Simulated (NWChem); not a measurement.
## MgS (Niningerite) in NWChem: convergence with cutoff

Input of the first run (cutoff 9 Ha); the others differ in this setting and in those tied to it:

mgs.nw

```
start mgs
title "MgS converge"
memory 1800 mb
geometry units angstrom nocenter noautosym noautoz print
  system crystal
    lattice_vectors
         0.0000000000    2.6016500000    2.6016500000
         2.6016500000    0.0000000000    2.6016500000
         2.6016500000    2.6016500000    0.0000000000
  end
  S   0.4992310000 -0.4963470000 -0.4903780000
  Mg  0.0147500000 -0.0082040000 -0.0116660000
end
nwpw
  simulation_cell
    ngrid 16 16 16
  end
  xc pbe96
  cutoff 9.0
  ewald_ncut 8
  ewald_rcut 3.0
  pseudopotentials
    Mg library TM
    S library TM
  end
  monkhorst-pack 3 3 3
  smear 0.0018375 fermi orbitals 5
  scf pulay alpha 0.5 iterations 5 outer_iterations 1
  loop 10 10
  tolerances 1e-08 1e-08
end
set includestress .true.
task band gradient
```

Potentials or basis: NWChem's TM library (Troullier-Martins).

Run with:

```sh
$ nwchem mgs.nw > mgs.out
```

The cell isn't the ideal one: atoms moved at random.

Hardware: 1 thread of Arm Neoverse V2, with other jobs on the host.

Question: The values tried are 9 Ha, 14 Ha, 18 Ha, 22 Ha, 27 Ha, 33 Ha, 40 Ha, 48 Ha, loosest first. From which on does the largest force stay within 0.005 eV/Å of the tightest run that finished?

Answer: From 40 Ha on.

```tsv
cutoff	energy less the tightest run, at zero smearing (meV/atom)	pressure (GPa)	largest force (eV/Å)	gap on the mesh (eV)	SCF cycles	CPU time (s)	peak memory (GiB)
9 Ha	307.97	-2.00	0.210	3.594	10	8.1	0.07
14 Ha	-26.68	1.51	0.233	3.656	11	12	0.08
18 Ha	13.59	4.85	0.222	3.603	10	15	0.09
22 Ha	56.98	1.33	0.221	3.544	11	25	0.11
27 Ha	0.80	0.45	0.221	3.562	12	27	0.11
33 Ha	-10.83	3.03	0.225	3.561	13	51	0.16
40 Ha	19.34	2.01	0.220	3.538	13	54	0.17
48 Ha	0.00	1.15	0.220	3.549	15	69	0.19
```

Not settled before the last step: the energy (to 1 meV/atom), the pressure (to 0.1 GPa), the gap on the mesh (to 0.01 eV). The tightest run that finished is the yardstick and may itself not be fully converged.

Caveat, for the tightest run too: the k mesh is coarse (spacing up to 0.70 Å⁻¹), so the values aren't converged; potentials of this library can shift pressures by several GPa and gaps by up to half an eV, enough to turn an indirect gap into a direct one; an odd mesh through Γ misses points on the zone boundary, where band edges often lie.
